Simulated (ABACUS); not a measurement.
Runs of ABACUS 3.10.1 on PbF2 (Fluorocronite). Symmetry: Fm-3m, No. 225, cubic system. Conventional cell: a = 5.927 Å, b = 5.927 Å, c = 5.927 Å, α = 90.00°, β = 90.00°, γ = 90.00°. Pb (site symmetry m-3m) is surrounded by 8 F at 2.57 Å. F (site symmetry -43m) has 4 Pb at 2.57 Å as nearest neighbours. 

| task | level | potentials or basis | k mesh | cutoff (eV) | radial cutoff of the potentials (pseudo_rcut) | SCF threshold on the density | eigensolver | symmetry key | threshold of the eigensolver | gap on the mesh (eV) | pressure (GPa) | V0 of scaled cells (Å³/atom) | B0 (GPa) |
| --- | --- | --- | --- | --- | --- | --- | --- | --- | --- | --- | --- | --- | --- |
| single point | PBEsol | PseudoDojo NC SR 0.4.1 PBEsol standard, plane waves | 8 × 8 × 8 | 1143 | 7 bohr | 1e-08 | dav | 1 | - | 4.32 | -1.0 | - | - |
| single point | PBE | PseudoDojo NC SR 0.4.1 PBE standard, DZP LCAO (the cutoffs set its grid) | 8 × 8 × 8 | 1361 | 10 bohr | 1e-07 | genelpa | 1 | - | 4.38 | 4.3 | - | - |
| equation of state | PBEsol | PseudoDojo NC SR 0.4.1 PBEsol standard, plane waves | 8 × 8 × 8 | 1143 | 7 bohr | 1e-08 | dav | 1 | - | - | - | 17.11 | (a) |
| equation of state | PBE | PseudoDojo NC SR 0.4.1 PBE standard, plane waves | 8 × 8 × 8 | 1143 | 10 bohr | 1e-08 | dav | 1 | - | - | - | (b) | 67 |
| equation of state | PBE | PseudoDojo NC SR 0.4.1 PBE standard, TZDP LCAO (the cutoffs set its grid) | 8 × 8 × 8 | 1361 | 10 bohr | 1e-07 | genelpa | 1 | - | - | - | 18.02 | 67 |
| single point | r2SCAN | SG15 ONCV 1.2 PBE, plane waves | 5 × 5 × 5 | 1320 | 7 bohr | 1e-08 | dav | 1 | - | 5.11 | -1.6 | - | - |
| single point | PBE | PseudoDojo NC SR 0.4.1 PBE standard, TZDP LCAO (the cutoffs set its grid) | 8 × 8 × 8 | 1361 | 10 bohr | 1e-07 | genelpa | 1 | - | 4.42 | 2.8 | - | - |
| single point | PBEsol | PseudoDojo NC SR 0.4.1 PBEsol standard, plane waves | 6 × 6 × 6 | 1143 | 7 bohr | 1e-08 | dav | 1 | - | 4.34 | -1.0 | - | - |

Alike in all rows: no spin polarisation; cell as given; smearing fermi-dirac 0.05 eV.

Task: Fill in the values left out.

Result: (a) 77; (b) 18.00.

Caveats: spin-orbit coupling is left out, which as a rule narrows the gap of such compounds by several tenths of an eV (some runs); the atomic orbitals were generated for these runs and aren't a published set (some runs); the basis of atomic orbitals isn't converged, which shifts pressures, moduli and gaps (some runs); the potentials were made for another functional, which shifts forces and pressure (some runs); an odd mesh through Γ misses points on the zone boundary, where band edges often lie (some runs).

A k mesh can miss the band edges, and the runs leave out spin-orbit coupling on Pb.

Not every run made on this cell is shown here.
